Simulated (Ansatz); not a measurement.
Input of an Ansatz 0.2.0 run:

input.yaml

```yaml
crystal:
  lattice:
    - [4.503694, 0.0, 0.0]
    - [0.0, 4.503694, 0.0]
    - [0.0, 0.0, 4.503694]
  atoms:
    - { symbol: Ni, position: [0.149504, 0.149504, 0.149504], spin: 1.0 }
    - { symbol: Ni, position: [0.649504, 0.350496, 0.850496], spin: 1.0 }
    - { symbol: Ni, position: [0.850496, 0.649504, 0.350496], spin: 1.0 }
    - { symbol: Ni, position: [0.350496, 0.850496, 0.649504], spin: 1.0 }
    - { symbol: Si, position: [0.84683, 0.84683, 0.84683] }
    - { symbol: Si, position: [0.34683, 0.65317, 0.15317] }
    - { symbol: Si, position: [0.15317, 0.34683, 0.65317] }
    - { symbol: Si, position: [0.65317, 0.15317, 0.34683] }
hamiltonian:
  xc: pbe
  pseudopotentials: { kind: paw }
magnetization:
  spin_polarized: true
kpoints:
  mp_grid: { grid: [6, 6, 6] }
  band_path:
    path:
      - [[0.0, 0.0, 0.0], [0.0, 0.5, 0.0], [0.5, 0.5, 0.0], [0.0, 0.0, 0.0], [0.5, 0.5, 0.5], [0.0, 0.5, 0.0]]
      - [[0.5, 0.5, 0.0], [0.5, 0.5, 0.5]]
    npoints: 10
scf:
  occupations: { method: fermi_dirac, width: 0.05 }
  n_extra_bands: 20
output:
  forces: true
  stress: true
  eigenvalues: true
  fatbands: false
```

Potentials or basis: Ansatz PAW.

The run is started by

```sh
$ ansatz run input.yaml --threads 4 --pin off --max-ram 11264MiB --backend cpu --events-out ev --progress --plain --runs-dir out
```

Predict the largest force.

0.027 eV/Å.

Predict the absolute moment.

0.00 μB per cell.

What does it give for the net moment?

0.00 μB per cell.

Predict the pressure.

1.8 GPa.

Levels at the corners of the path, in eV from the Fermi level:
Spin up:
| point | band 42 | band 43 | band 44 | band 45 | band 46 | band 47 |
| --- | --- | --- | --- | --- | --- | --- |
| Γ | -1.58 | -1.58 | 0.99 | 0.99 | 0.99 | 1.40 |
| X | -1.95 | -0.58 | -0.58 | -0.18 | -0.18 | 2.75 |
| M | -1.50 | -0.94 | -0.94 | 0.36 | 0.36 | 0.88 |
| Γ | -1.58 | -1.58 | 0.99 | 0.99 | 0.99 | 1.40 |
| R | -1.74 | -1.74 | -1.74 | 4.17 | 4.17 | 4.17 |
| X | -1.95 | -0.58 | -0.58 | -0.18 | -0.18 | 2.75 |
| M | -1.50 | -0.94 | -0.94 | 0.36 | 0.36 | 0.88 |
| R | -1.74 | -1.74 | -1.74 | 4.17 | 4.17 | 4.17 |
Spin down:
| point | band 42 | band 43 | band 44 | band 45 | band 46 | band 47 |
| --- | --- | --- | --- | --- | --- | --- |
| Γ | -1.58 | -1.58 | 0.99 | 0.99 | 0.99 | 1.40 |
| X | -1.95 | -0.58 | -0.58 | -0.18 | -0.18 | 2.75 |
| M | -1.50 | -0.94 | -0.94 | 0.36 | 0.36 | 0.88 |
| Γ | -1.58 | -1.58 | 0.99 | 0.99 | 0.99 | 1.40 |
| R | -1.74 | -1.74 | -1.74 | 4.17 | 4.17 | 4.17 |
| X | -1.95 | -0.58 | -0.58 | -0.18 | -0.18 | 2.75 |
| M | -1.50 | -0.94 | -0.94 | 0.36 | 0.36 | 0.88 |
| R | -1.74 | -1.74 | -1.74 | 4.17 | 4.17 | 4.17 |

Caveat: the starting moments weren't kept.
